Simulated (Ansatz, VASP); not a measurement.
**Mg in VASP and in Ansatz**

```
Mg
1.0
     3.18820    0.00000    0.00000
    -1.59410    2.76106    0.00000
     0.00000    0.00000   25.21693
Mg
5
Cartesian
  0.0000 1.8407 7.3837
  1.5941 0.9204 10.0195
  0.0000 1.8407 12.6085
  1.5941 0.9204 15.1974
  0.0000 1.8407 17.8333
```

Alike in both runs: functional PBEsol; k mesh 12 × 12 × 1; occupations gaussian, width 0.1 eV; no spin polarisation.

Ansatz relaxed the structure, and its values are those at the end. VASP's run is a single point on that final structure, the one shown.

```csv
,VASP,Ansatz
version,VASP 6.6.1,Ansatz 0.2.0
potentials or method,"VASP PAW PBE potentials, release 64 (Mg)","scalar-relativistic, plane waves, PAW"
plane-wave cutoff (eV),520,420
valence electrons in the cell,10,50
```

```tsv
	VASP	Ansatz	Ansatz less VASP
gap on the k mesh at the Fermi level (eV)	none	none	-
work function, face that differs most (eV)	3.82	3.81	-0.005
```

A gap of «none» marks a metal or a gap that the smearing closes. The two sets of potentials don't hold the same shells in valence.
